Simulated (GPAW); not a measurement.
A run of GPAW 26.7.0 is set up as follows.

File run.py:

```python
from ase import Atoms
from ase.dft.bandgap import bandgap
from ase.io import write
from ase.units import GPa
from gpaw import GPAW, PW

atoms = Atoms(['Si', 'Si', 'C', 'C'],
              cell=[[3.076, 0.0, 0.0],
                    [-1.538, 2.663894142, 0.0],
                    [0.0, 0.0, 5.048]],
              scaled_positions=[[0.6666666667, 0.3333333333, 0.5],
                                [0.3333333333, 0.6666666667, 0.0],
                                [0.6666666667, 0.3333333333, 0.885],
                                [0.3333333333, 0.6666666667, 0.385]],
              pbc=True)

calc = GPAW(mode=PW(600),
            xc='PBE',
            kpts={'size': (8, 8, 4), 'gamma': True},
            occupations={'name': 'fermi-dirac', 'width': 0.05},
            nbands=18,
            maxiter=120,
            txt='gpaw.txt')
atoms.calc = calc
energy = atoms.get_potential_energy()
forces = atoms.get_forces()
stress = atoms.get_stress()
calc.write('gs.gpw')
write('result.traj', atoms)
print(f'Energy: {energy:.6f} eV')
print('Forces (eV/A):')
print(forces.round(4))
print('Stress (GPa):', (stress / GPa).round(3))
print('Fermi level:', round(calc.get_fermi_level(), 4), 'eV')
print(f'Gap: {bandgap(calc)[0]:.4f} eV, direct: {bandgap(calc, direct=True)[0]:.4f} eV')
```

Potentials or basis: GPAW PAW data sets (gpaw-data 1.2.1), pw.

Command:

```sh
$ OMP_NUM_THREADS=1 python run.py
```

Q: Estimate the band gap on the k mesh.

A: 2.57 eV, indirect (least direct gap 4.07 eV).

Q: Estimate the pressure.

A: 5.2 GPa.

Forces on the atoms (eV/Å):
```
Si   0.000  0.000  0.767
Si   0.000  0.000  0.770
C    0.000  0.000 -0.768
C    0.000  0.000 -0.770
```

Caveat: the cutoff is short for stress and forces, so pressures can be off by a GPa or more. A k mesh can miss the band edges.
